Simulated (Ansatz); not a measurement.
## PbSe2 in Ansatz: the effect of target pressure

The system is PbSe2.

```
Pb Se
1.0
    -3.23863    3.23863    3.90220
     3.23863   -3.23863    3.90220
     3.23863    3.23863   -3.90220
Pb Se
2 4
Cartesian
  0.0000 0.0000 5.8533
  0.0000 0.0000 1.9511
  2.3978 0.8409 0.0000
  0.8409 2.3978 3.9022
  2.3978 -0.8409 3.9022
  0.8409 4.0795 0.0000
```

The cell comes from a database or a generator and needn't be the stable form of this composition.

Alike in all runs:

| Item | Value |
| --- | --- |
| Program | Ansatz 0.2.0 |
| Task | relaxation of cell and atoms |
| Functional | PBEsol |
| Potentials or basis | Ansatz PAW |
| Cutoff | 420 eV (not typed: the program's choice for these potentials) |
| k mesh | 6 × 6 × 6 |
| Occupations | fermi-dirac, width 0.05 eV |
| Spin | no spin polarisation |

Each run relaxes the cell or the atoms first.

```tsv
target pressure	relaxed volume (Å³/atom)
0 GPa	26.18
2 GPa	25.29
5 GPa	24.22
10 GPa	?
20 GPa	20.86
30 GPa	19.50
```

Question: What does the run with target pressure 10 GPa give?

Answer: Relaxed volume 22.82 Å³/atom.

Worked out: In Murnaghan's law V^(-B') rises as a straight line in P. The other rows fit best with B' = 3.8, V0 = 26.17 Å³/atom and B0 = 55 GPa, which gives 22.81 Å³/atom at 10 GPa, against the run's 22.82.

Caveats: the plane-wave basis is chosen anew once the cell has moved, so the energies of steps on either side of that aren't comparable; the PAW data sets come from PBE, with cores solved anew for the run's functional, which leaves a small shift of forces and pressure; the volume moved by over 15 % at a fixed basis, so the end points are rough (some runs).
